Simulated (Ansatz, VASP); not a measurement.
Ag: VASP beside Ansatz

```
Ag
1.0
     5.56579    0.00000    0.00000
    -2.78290    4.82012    0.00000
     0.00000    0.00000    2.76371
Ag
4
Direct
  0.50000 0.00000 0.00000
  0.00000 0.50000 0.00000
  0.50000 0.50000 0.00000
  0.00000 0.00000 0.50000
```

Alike in both runs: functional PBE; k mesh 6 × 6 × 6; occupations gaussian, width 0.1 eV; no spin polarisation.

Ansatz relaxed the structure, and its values are those at the end. VASP's run is a single point on that final structure, the one shown.

|  | VASP | Ansatz |
| --- | --- | --- |
| version | VASP 6.6.1 | Ansatz 0.2.0 |
| potentials or method | VASP PAW PBE potentials, release 64 (Ag) | scalar-relativistic, plane waves, PAW |
| plane-wave cutoff (eV) | 520 | 420 |
| valence electrons in the cell | 44 | 76 |

Ansatz gave:

```
gap on the k mesh at the Fermi level (eV) : none
pressure (GPa)                            : 0.0
```

Problem. Which values does VASP return?

Solution. gap on the k mesh at the Fermi level (eV): none; pressure (GPa): -0.1.

A gap of «none» marks a metal or a gap that the smearing closes. The functional is the same, so the differences come from potentials, cutoffs and numerics. The two sets of potentials don't hold the same shells in valence.

Caveats: the k mesh is coarse (spacing up to 0.38 Å⁻¹), so the values aren't converged.
